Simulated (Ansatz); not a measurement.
Below is the output of a Python script on Ansatz 0.2.0 through its Python package that makes a comparison of functionals at one structure of Sb, space group Im-3m. Write a script that gives it. Use (first run): r2SCAN, PAW, the default cutoff (500 eV here), 10×10×10 k-points, Fermi-Dirac smearing of 0.1 eV. The script varies functional: r2scan, pbesol, rpbe, pbe, lda.

`sb.vasp`
```text
Sb
1.0
  -1.72500000    1.72500000    1.72500000
   1.72500000   -1.72500000    1.72500000
   1.72500000    1.72500000   -1.72500000
Sb
1
Direct
   0.00000000    0.00000000    0.00000000
```

Output of `python sb.py`:
```text
DeckWarning: basis.ecutwfc = 500 eV, auto-derived from the records' recommended cutoffs: set by Sb (their level for a meta-GGA)
DeckWarning: output.stress: scf.convergence.dr2_threshold = 1e-7 eV (the SCF's general default) is looser than the 1e-10 eV advised for a printed stress (1e-10 eV for each atom of the cell: 1). What an SCF threshold leaves in a stress goes as its square root, [...]
DeckWarning: basis.ecutwfc = 420 eV, auto-derived from the records' recommended cutoffs: set by Sb (normal level)
functional,F/atom (eV),iterations,P (GPa),k-points
r2scan,-6498.2567,7,31.64231,47
pbesol,-6407.51348,7,27.70641,47
rpbe,-6492.31821,6,34.38695,47
pbe,-6483.71512,6,32.47942,47
lda,-6335.28422,7,25.72483,47
```
(Warnings from the package without file and line, shortened.)

One script that gives this output:

The script, `sb.py`:
```python
"""One structure of Sb under several functionals."""

import csv

import ansatz as az
from ase.io import read


def main() -> None:
    atoms = read("sb.vasp", format="vasp")
    crystal = az.Crystal.from_ase(atoms)

    model = (
        crystal.calculation()
        .kpoints(10, 10, 10)
        .pseudopotentials("paw")
        .occupations("fermi_dirac")
        .scf(tolerance=1e-07)
        .stress()
    )

    rows = []
    for value in ["r2scan", "pbesol", "rpbe", "pbe", "lda"]:
        data = model.functional(value).run(threads=1).report
        rows.append((value, data["free_energy_ev"] / len(data["lattice"]["sites"]), data["n_iterations"], sum(data["stress_gpa"][i][i] for i in range(3)) / 3, data["n_kpoints"]))

    with open("xc.csv", "w", newline="") as handle:
        writer = csv.writer(handle)
        writer.writerow(["functional", "F/atom (eV)", "iterations", "P (GPa)", "k-points"])
        writer.writerows([round(v, 5) if isinstance(v, float) else v for v in row] for row in rows)
    print(open("xc.csv").read())


if __name__ == "__main__":
    main()
```

From lowest to highest: LDA (25.7 GPa), PBEsol (27.7 GPa), r2SCAN (31.6 GPa), PBE (32.5 GPa) and RPBE (34.4 GPa). At a fixed cell a lower pressure usually means a smaller equilibrium volume, so LDA prefers the smallest cell and RPBE the largest.

For a metal this k-point mesh is coarse: on a finer one energies can move by several to tens of meV an atom and pressures by half a GPa or more, differences at one mesh by less. Pressure is positive in compression. At these settings the cell as given stands under about 26 GPa, so it isn't at this functional's equilibrium volume and may be a high-pressure phase. This isn't the structure that Sb takes at ambient conditions. Total energies of different functionals can't be compared; pressures, moments and gaps at this one structure can. The whole script took 6.4 s on 1 thread of Arm Neoverse V1 (shared host), peak memory 0.45 GiB.
